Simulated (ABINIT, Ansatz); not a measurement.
# How the form of the self-energy moves the gap of CaO (Lime)

Wanted: the gap of CaO (Lime) under several approximations, with cost.

Method: PBE and many-body steps on it, plane waves, in ABINIT 10.8.3.

## 1. The structure

Symmetry: Fm-3m, No. 225, cubic system. The conventional cell has a = 4.813 Å, b = 4.813 Å, c = 4.813 Å, α = 90.00°, β = 90.00°, γ = 90.00°. Ca has 6 O at 2.41 Å nearest. Nearest to O lie 6 Ca at 2.41 Å. Farther neighbours and most contacts between anions are not listed.

The cell and positions come from the Crystallography Open Database and are kept as given unless a step says otherwise.

## 2. Empty states on the mesh, 6×6×6 mesh, 522 bands

This step: ABINIT 10.8.3; DFT, PBE, plane waves, norm-conserving pseudopotentials.

The sums over transitions need many empty states on a uniform mesh; this step solves for them.

The input, run.abi:

```
acell 3*1.0 Angstrom
rprim 
  -0.000000000000 2.406500000000 2.406500000000
  2.406500000000 -0.000000000000 2.406500000000
  2.406500000000 2.406500000000 -0.000000000000
ntypat 2
znucl 20 8
natom 2
typat 1 2
xred 
  0.000000000000 0.000000000000 0.000000000000
  0.500000000000 0.500000000000 0.500000000000
pp_dirpath "pseudos"
pseudos "Ca.upf, O.upf"
ecut 36
ngkpt 6 6 6
nshiftk 1
shiftk 0 0 0
kptopt 1
chksymbreak 0
irdden 1
istwfk *1
nband 522
prtvol 0
optdriver 6
gwr_task "HDIAGO"
paral_kgb 0
occopt 1
indata_prefix "in"
outdata_prefix "out"
tmpdata_prefix "tmp"
```

Command:

```sh
OMP_NUM_THREADS=1 mpirun -n 8 abinit run.abi > log
```

Log:

```text
.Version 10.8.3 of ABINIT. v10.8.2 released Aug 2026.

 Symmetries : space group Fm -3 m (#225); Bravais cF (face-center cubic)
[... echo of the input left out ...]
== DATASET  1 ==================================================================
-   mpi_nproc: 8, omp_nthreads: 1 (-1 if OMP is not activated)

--- !DatasetInfo
iteration_state: {dtset: 1, }
dimensions: {natom: 2, nkpt: 16, mband: 522, nsppol: 1, nspinor: 1, nspden: 1, mpw: 1964, }
cutoff_energies: {ecut:  36.0, pawecutdg:  -1.0, }
[...]
Indirect band gap semiconductor
 Fundamental gap:     3.662 (eV)
   VBM:     5.064 (eV) at k: [ 0.0000E+00,  0.0000E+00,  0.0000E+00]
   CBM:     8.727 (eV) at k: [ 5.0000E-01,  5.0000E-01,  0.0000E+00]
 Direct gap:         4.037 (eV) at k: [ 5.0000E-01,  5.0000E-01,  0.0000E+00]

== END DATASET(S) ==============================================================
================================================================================

 -outvars: echo values of variables after computation  --------
           etotal      0.0000000000E+00
            nband         522
             nkpt          16
          spgroup         225
 [... the other variables as echoed above ...]

 Calculation completed.
```

Wall time 14 s (8 MPI ranks of Arm Neoverse V2, shared host); peak memory 2.2 GiB; 1.9 min of CPU time.

Numbers from this step:

```yaml
gap: 3.662 eV
k_of_the_valence_top: 0, 0, 0
k_of_the_conduction_bottom: 0.5, 0.5, 0
least_direct_gap: 4.037 eV
k_points_computed: 16
lowest_point_of_the_top_converged_band_above_the_valence_top: 375.0805 eV
```

On this mesh the gap is 3.662 eV.

The density comes from a self-consistent run that is not shown.

## 3. Screening, 6×6×6 mesh, 214 bands, screening to 283 eV

The RPA dielectric matrix is built and inverted for each q.

This step: RPA screening on PBE, plane waves, norm-conserving pseudopotentials.

run.abi: that of step 2 with these lines changed.

```diff
@@ -20,10 +20,11 @@
 chksymbreak 0
-irdden 1
 istwfk *1
-nband 522
-prtvol 0
-optdriver 6
-gwr_task "HDIAGO"
-paral_kgb 0
 occopt 1
+irdwfk 1
+optdriver 3
+nband 214
+ecuteps 10.4
+inclvkb 2
+awtr 1
+symchi 1
 indata_prefix "in"
```

Log:

```text
.Version 10.8.3 of ABINIT. v10.8.2 released Aug 2026.

 Symmetries : space group Fm -3 m (#225); Bravais cF (face-center cubic)
[... echo of the input left out ...]
== DATASET  1 ==================================================================
-   mpi_nproc: 8, omp_nthreads: 1 (-1 if OMP is not activated)

--- !DatasetInfo
iteration_state: {dtset: 1, }
dimensions: {natom: 2, nkpt: 16, mband: 214, nsppol: 1, nspinor: 1, nspden: 1, mpw: 1964, }
cutoff_energies: {ecut:  36.0, pawecutdg:  -1.0, }
electrons: {nelect:   1.60000000E+01, charge:   0.00000000E+00, occopt:   1.00000000E+00, tsmear:   1.00000000E-02, }

 SCREENING: Calculation of the susceptibility and dielectric matrices

 Based on a program developped by R.W. Godby, V. Olevano, G. Onida, and L. Reining.
 Incorporated in ABINIT by V. Olevano, G.-M. Rignanese, and M. Torrent.
.Using double precision arithmetic ; gwpc =  8

[... cell and pseudopotentials left out ...]
--------------------------------------------------------------------------------

 ==== K-mesh for the wavefunctions ====
 Number of points in the irreducible wedge :    16
[... list of points left out ...]
 Together with 48 symmetry operations and time-reversal symmetry
 yields   216 points in the full Brillouin Zone.

 ==== Q-mesh for the screening function ====
 Number of points in the irreducible wedge :    16
[... list of points left out ...]
 Together with 48 symmetry operations and time-reversal symmetry
 yields   216 points in the full Brillouin Zone.

 setmesh: FFT mesh size selected  =    27x   27x   27
          total number of points  =        19683

 vcoul_init : cutoff-mode = AUXILIARY_FUNCTION
 q-points for optical limit:   1
     1)      0.000010    0.000020    0.000030

- screening: taking advantage of time-reversal symmetry
- Maximum band index for partially occupied states nbvw = 8
- Remaining bands to be divided among processors   nbcw = 206
- Number of bands treated by each node ~25

 Number of electrons calculated from density =   16.0000; Expected =   16.0000
 average of density, n =  0.085062
 r_s =    1.4106
 omega_plasma =   28.1335 [eV]

 calculating chi0 at frequencies [eV] :
  1    0.000000E+00    0.000000E+00
  2    0.000000E+00    2.813348E+01

--------------------------------------------------------------------------------
  q-point number  1        q = ( 0.000000, 0.000000, 0.000000) [r.l.u.]
--------------------------------------------------------------------------------
[... chi0 elements left out ...]
 For q-point:  0.000010 0.000020 0.000030
  dielectric constant =   3.5653
  dielectric constant without local fields =   3.9236

  Average fulfillment of the sum rule on Im[epsilon] for q-point    1 :     85.49  [%]
[... wings left out ...]
  q-point number  2        q = ( 0.166667, 0.000000, 0.000000) [r.l.u.]
--------------------------------------------------------------------------------
[... chi0 elements left out ...]
  Average fulfillment of the sum rule on Im[epsilon] for q-point    2 :     89.19  [%]

 [... 14 further q-points ...]
```

It took 2 min on 8 MPI ranks; peak memory 2.4 GiB.

Numbers from this step:

```yaml
eps_infinity_with_local_fields_on_this_mesh_along_the_program_s_q_direction: 3.565
the_same_without_local_fields: 3.924
plasma_frequency: 28.13 eV
plane_waves_in_the_screening_matrix: 307
```

Local fields lower ε∞ by 9 %.

## 4. G0W0, Godby-Needs plasmon pole

The self-energy is evaluated for the states that the input lists, and the levels follow from it, in one-shot runs by the linearised quasiparticle equation.

This step: G0W0 on PBE, plane waves, norm-conserving pseudopotentials.

run.abi: that of step 3 with these lines changed.

```diff
@@ -23,8 +23,17 @@
 irdwfk 1
-optdriver 3
+optdriver 4
 nband 214
+gwcalctyp 0
+ecutsigx 36
+symsigma 1
+nkptgw 2
+kptgw 
+  0.0000000000 0.0000000000 0.0000000000
+  0.5000000000 0.5000000000 0.0000000000
+bdgw 
+  6 12
+  7 10
 ecuteps 10.4
-inclvkb 2
-awtr 1
-symchi 1
+irdscr 1
+ppmodel 1
 indata_prefix "in"
```

Log:

```text
.Version 10.8.3 of ABINIT. v10.8.2 released Aug 2026.

 Symmetries : space group Fm -3 m (#225); Bravais cF (face-center cubic)
[... echo of the input left out ...]
== DATASET  1 ==================================================================
-   mpi_nproc: 8, omp_nthreads: 1 (-1 if OMP is not activated)

--- !DatasetInfo
iteration_state: {dtset: 1, }
dimensions: {natom: 2, nkpt: 16, mband: 214, nsppol: 1, nspinor: 1, nspden: 1, mpw: 1964, }
cutoff_energies: {ecut:  36.0, pawecutdg:  -1.0, }
electrons: {nelect:   1.60000000E+01, charge:   0.00000000E+00, occopt:   1.00000000E+00, tsmear:   1.00000000E-02, }

 SIGMA: Calculation of the GW corrections

 Based on a program developped by R.W. Godby, V. Olevano, G. Onida, and L. Reining.
 Incorporated in ABINIT by V. Olevano, G.-M. Rignanese, and M. Torrent.
.Using double precision arithmetic ; gwpc =  8

[... cell and pseudopotentials left out ...]
--------------------------------------------------------------------------------

 ==== K-mesh for the wavefunctions ====
 Number of points in the irreducible wedge :    16
[... list of points left out ...]
 Together with 48 symmetry operations and time-reversal symmetry
 yields   216 points in the full Brillouin Zone.

 ==== Q-mesh for screening function ====
 Number of points in the irreducible wedge :    16
[... list of points left out ...]
 Together with 48 symmetry operations and time-reversal symmetry
 yields   216 points in the full Brillouin Zone.

 vcoul_init : cutoff-mode = AUXILIARY_FUNCTION
 q-points for optical limit:   1
     1)      0.000010    0.000020    0.000030
 setmesh: FFT mesh size selected  =    36x   36x   36
          total number of points  =        46656

 Number of electrons calculated from density =   16.0000; Expected =   16.0000
 average of density, n =  0.085062
 r_s =    1.4106
 omega_plasma =   28.1335 [eV]

 === KS Band Gaps ===
  >>>> For spin  1
   Minimum direct gap =   4.0368 [eV], located at k-point      :   0.5000  0.5000  0.0000
   Fundamental gap    =   3.6624 [eV], Top of valence bands at :   0.0000  0.0000  0.0000
                                       Bottom of conduction at :   0.5000  0.5000  0.0000
 SIGMA fundamental parameters:
 PLASMON POLE MODEL  1
 number of plane-waves for SigmaX                 1917
 number of plane-waves for SigmaC and W            307
 number of plane-waves for wavefunctions          1917
 number of bands                                   214
 number of independent spin polarizations            1
 number of spinorial components                      1
 number of k-points in IBZ                          16
 number of q-points in IBZ                          16
 number of symmetry operations                      48
 number of k-points in BZ                          216
 number of q-points in BZ                          216
 number of frequencies for dSigma/dE                 9
 frequency step for dSigma/dE [eV]                0.25
 number of omega for Sigma on real axis              0
 max omega for Sigma on real axis  [eV]           0.00
 zcut for avoiding poles [eV]                     0.10

 EPSILON^-1 parameters (SCR file):
 dimension of the eps^-1 matrix on file            307
 dimension of the eps^-1 matrix used               307
 number of plane-waves for wavefunctions          1917
 number of bands                                   214
 number of q-points in IBZ                          16
 number of frequencies                               2
 number of real frequencies                          1
 number of imag frequencies                          1

 matrix elements of self-energy operator (all in [eV])

 Perturbative Calculation

--- !SelfEnergy_ee
iteration_state: {dtset: 1, }
kpoint     : [   0.000,    0.000,    0.000, ]
spin       : 1
KS_gap     :    4.714
QP_gap     :    6.276
Delta_QP_KS:    1.562
data: !SigmaeeData |
     Band     E0 <VxcDFT>   SigX SigC(E0)      Z dSigC/dE  Sig(E)    E-E0       E
        6   5.064 -19.387 -24.633   3.822   0.779  -0.284 -20.496  -1.109   3.956
        7   5.064 -19.387 -24.633   3.822   0.779  -0.284 -20.496  -1.109   3.956
        8   5.064 -19.387 -24.633   3.822   0.779  -0.284 -20.496  -1.109   3.956
        9   9.779 -10.893  -6.430  -3.925   0.844  -0.186 -10.440   0.453  10.232
       10  11.292 -13.900  -7.002  -4.844   0.841  -0.189 -12.172   1.728  13.020
       11  11.292 -13.900  -7.002  -4.844   0.841  -0.189 -12.172   1.728  13.020
       12  11.292 -13.900  -7.002  -4.844   0.841  -0.189 -12.172   1.728  13.020

--- !SelfEnergy_ee
iteration_state: {dtset: 1, }
kpoint     : [   0.500,    0.500,    0.000, ]
spin       : 1
KS_gap     :    4.037
QP_gap     :    6.346
Delta_QP_KS:    2.309
data: !SigmaeeData |
     Band     E0 <VxcDFT>   SigX SigC(E0)      Z dSigC/dE  Sig(E)    E-E0       E
        7   4.690 -18.916 -24.314   3.839   0.777  -0.287 -20.127  -1.211   3.479
        8   4.690 -18.916 -24.314   3.839   0.777  -0.287 -20.127  -1.211   3.479
        9   8.727 -11.430  -5.899  -4.239   0.850  -0.177 -10.332   1.097   9.824
       10  13.087 -16.112  -8.832  -4.977   0.832  -0.202 -14.195   1.917  15.004

== END DATASET(S) ==============================================================
================================================================================

 -outvars: echo values of variables after computation  --------
           etotal      0.0000000000E+00
            nband         214
             nkpt          16
          spgroup         225
 [... the other variables as echoed above ...]

 Calculation completed.
```

Elapsed: 25 s, on 8 MPI ranks; peak memory 2.6 GiB.

This step gave:

```
G0W0 gap on the points computed              : 5.868 eV
starting gap on the mesh                     : 3.662 eV
k of the valence top                         : 0, 0, 0
k of the conduction bottom                   : 0.5, 0.5, 0
Z at the valence top                         : 0.779
Z at the conduction bottom                   : 0.85
least direct G0W0 gap on the computed points : 6.276 eV
```

The gap on the mesh goes from 3.66 eV to 5.87 eV, a correction of +2.21 eV.

## 5. G0W0, von der Linden-Horsch plasmon pole

run.abi: that of step 4 with these lines changed.

```diff
@@ -37,3 +37,3 @@
 irdscr 1
-ppmodel 1
+ppmodel 3
 indata_prefix "in"
```

Log:

```text
.Version 10.8.3 of ABINIT. v10.8.2 released Aug 2026.

 Symmetries : space group Fm -3 m (#225); Bravais cF (face-center cubic)
[... echo of the input left out ...]
== DATASET  1 ==================================================================
-   mpi_nproc: 8, omp_nthreads: 1 (-1 if OMP is not activated)

--- !DatasetInfo
iteration_state: {dtset: 1, }
dimensions: {natom: 2, nkpt: 16, mband: 214, nsppol: 1, nspinor: 1, nspden: 1, mpw: 1964, }
cutoff_energies: {ecut:  36.0, pawecutdg:  -1.0, }
electrons: {nelect:   1.60000000E+01, charge:   0.00000000E+00, occopt:   1.00000000E+00, tsmear:   1.00000000E-02, }

 SIGMA: Calculation of the GW corrections

 Based on a program developped by R.W. Godby, V. Olevano, G. Onida, and L. Reining.
 Incorporated in ABINIT by V. Olevano, G.-M. Rignanese, and M. Torrent.
.Using double precision arithmetic ; gwpc =  8

[... cell and pseudopotentials left out ...]
--------------------------------------------------------------------------------

 ==== K-mesh for the wavefunctions ====
 Number of points in the irreducible wedge :    16
[... list of points left out ...]
 Together with 48 symmetry operations and time-reversal symmetry
 yields   216 points in the full Brillouin Zone.

 ==== Q-mesh for screening function ====
 Number of points in the irreducible wedge :    16
[... list of points left out ...]
 Together with 48 symmetry operations and time-reversal symmetry
 yields   216 points in the full Brillouin Zone.

 vcoul_init : cutoff-mode = AUXILIARY_FUNCTION
 q-points for optical limit:   1
     1)      0.000010    0.000020    0.000030
 setmesh: FFT mesh size selected  =    36x   36x   36
          total number of points  =        46656

 Number of electrons calculated from density =   16.0000; Expected =   16.0000
[...]
number of omega for Sigma on real axis              0
 max omega for Sigma on real axis  [eV]           0.00
 zcut for avoiding poles [eV]                     0.10

 EPSILON^-1 parameters (SCR file):
 dimension of the eps^-1 matrix on file            307
 dimension of the eps^-1 matrix used               307
 number of plane-waves for wavefunctions          1917
 number of bands                                   214
 number of q-points in IBZ                          16
 number of frequencies                               2
 number of real frequencies                          1
 number of imag frequencies                          1

 matrix elements of self-energy operator (all in [eV])

 Perturbative Calculation

--- !SelfEnergy_ee
iteration_state: {dtset: 1, }
kpoint     : [   0.000,    0.000,    0.000, ]
spin       : 1
KS_gap     :    4.714
QP_gap     :    6.409
Delta_QP_KS:    1.695
data: !SigmaeeData |
     Band     E0 <VxcDFT>   SigX SigC(E0)      Z dSigC/dE  Sig(E)    E-E0       E
        6   5.064 -19.387 -24.633   3.281   0.857  -0.166 -21.072  -1.685   3.379
        7   5.064 -19.387 -24.633   3.281   0.857  -0.166 -21.072  -1.685   3.379
        8   5.064 -19.387 -24.633   3.281   0.857  -0.166 -21.072  -1.685   3.379
[...]
--- !SelfEnergy_ee
iteration_state: {dtset: 1, }
kpoint     : [   0.500,    0.500,    0.000, ]
spin       : 1
KS_gap     :    4.037
QP_gap     :    6.545
Delta_QP_KS:    2.508
data: !SigmaeeData |
     Band     E0 <VxcDFT>   SigX SigC(E0)      Z dSigC/dE  Sig(E)    E-E0       E
[...]
9   8.727 -11.430  -5.899  -4.774   0.905  -0.105 -10.745   0.685   9.412
       10  13.087 -16.112  -8.832  -5.400   0.890  -0.124 -14.440   1.672  14.759

== END DATASET(S) ==============================================================
================================================================================

 -outvars: echo values of variables after computation  --------
           etotal      0.0000000000E+00
            nband         214
             nkpt          16
          spgroup         225
 [... the other variables as echoed above ...]

 Calculation completed.
```

Run time: 11 s. Hardware: 8 MPI ranks; peak memory 2.3 GiB.

Numbers from this step:

```yaml
g0w0_gap_on_the_points_computed: 6.033 eV
starting_gap_on_the_mesh: 3.662 eV
k_of_the_valence_top: 0, 0, 0
k_of_the_conduction_bottom: 0.5, 0.5, 0
z_at_the_valence_top: 0.857
z_at_the_conduction_bottom: 0.905
least_direct_g0w0_gap_on_the_computed_points: 6.41 eV
```

Against G0W0 in ABINIT (6×6×6 mesh, 214 bands, screening to 283 eV, Godby-Needs plasmon pole), the gap moves by +0.165 eV.

## 6. G0W0, Engel-Farid plasmon pole

run.abi: that of step 5 with these lines changed.

```diff
@@ -37,3 +37,3 @@
 irdscr 1
-ppmodel 3
+ppmodel 4
 indata_prefix "in"
```

Log:

```text
.Version 10.8.3 of ABINIT. v10.8.2 released Aug 2026.

 Symmetries : space group Fm -3 m (#225); Bravais cF (face-center cubic)
[... echo of the input left out ...]
== DATASET  1 ==================================================================
-   mpi_nproc: 8, omp_nthreads: 1 (-1 if OMP is not activated)

--- !DatasetInfo
iteration_state: {dtset: 1, }
dimensions: {natom: 2, nkpt: 16, mband: 214, nsppol: 1, nspinor: 1, nspden: 1, mpw: 1964, }
cutoff_energies: {ecut:  36.0, pawecutdg:  -1.0, }
[...]
Band     E0 <VxcDFT>   SigX SigC(E0)      Z dSigC/dE  Sig(E)    E-E0       E
[...]
9   8.727 -11.430  -5.899  -4.435   0.859  -0.165 -10.489   0.940   9.667
       10  13.087 -16.112  -8.832  -5.214   0.837  -0.194 -14.382   1.730  14.817

== END DATASET(S) ==============================================================
================================================================================

 -outvars: echo values of variables after computation  --------
           etotal      0.0000000000E+00
            nband         214
             nkpt          16
          spgroup         225
 [... the other variables as echoed above ...]

 Calculation completed.
```

The job ended after 11 s (8 MPI ranks; peak memory 2.3 GiB).

This step gave:

* G0W0 gap on the points computed: 6.027 eV
* starting gap on the mesh: 3.662 eV
* k of the valence top: 0, 0, 0
* k of the conduction bottom: 0.5, 0.5, 0
* least direct G0W0 gap on the computed points: 6.381 eV

Against G0W0 in ABINIT (6×6×6 mesh, 214 bands, screening to 283 eV, Godby-Needs plasmon pole), the gap moves by +0.159 eV.

## 7. Side by side

Times are wall times on 8 MPI ranks of Arm Neoverse V2, shared host, good to a factor of about two. A run's time includes the screening step that it read.

| run | mesh | bands | screening cutoff (eV) | DFT gap (eV) | gap on the mesh (eV) | direct (eV) | ε∞ used | time |
| --- | --- | --- | --- | --- | --- | --- | --- | --- |
| G0W0, Godby-Needs plasmon pole | 6×6×6 | 214 | 283 | 3.662 | 5.868 | 6.276 | 3.57 | 2.5 min |
| G0W0, von der Linden-Horsch plasmon pole | 6×6×6 | 214 | 283 | 3.662 | 6.033 | 6.410 | 3.57 | 2.2 min |
| G0W0, Engel-Farid plasmon pole | 6×6×6 | 214 | 283 | 3.662 | 6.027 | 6.381 | 3.57 | 2.2 min |

## 8. Results

```json
{"G0W0, Godby-Needs plasmon pole": "5.868 eV", "G0W0, von der Linden-Horsch plasmon pole": "6.033 eV", "G0W0, Engel-Farid plasmon pole": "6.027 eV", "known limits": "not at the basis limit"}
```

G0W0, von der Linden-Horsch plasmon pole: +0.165 eV against G0W0, Godby-Needs plasmon pole. G0W0, Engel-Farid plasmon pole: +0.159 eV against G0W0, Godby-Needs plasmon pole. Bands and cutoff are finite, so the gap is not at the basis limit. The miss can reach some tenths of an eV and take either sign; the mesh is an error of its own. In the G0W0 runs levels were corrected at 2 k points alone, so a gap called «on the mesh» is the least over those, and an edge elsewhere would be missed.

[Paths, hosts, dates, memory and timing lines, banners, echoed tables and standing remarks are left out of the program output.]

[Logs are printed without paths, hosts, clocks, repeated set-up lines and the standing remarks that a program may print on its own settings, such as how far it seeks lower states.]

[Runs of the session that timed out or met a known fault of the program may be left out.]

[Hosts, paths, dates, database ids (printed as entryN), source tags and the programs' standing remarks are cut or masked in the printed files.]

[G0W0 gaps are taken among the corrected bands and points alone; a level outside them can change the order at an edge.]

[Where Ansatz stands beside ABINIT at settings called matched, ABINIT's density can come from a denser mesh and the files from another edition; pairs whose starting gaps differed by over 0.03 eV were left out, so agreement reads better than it is.]
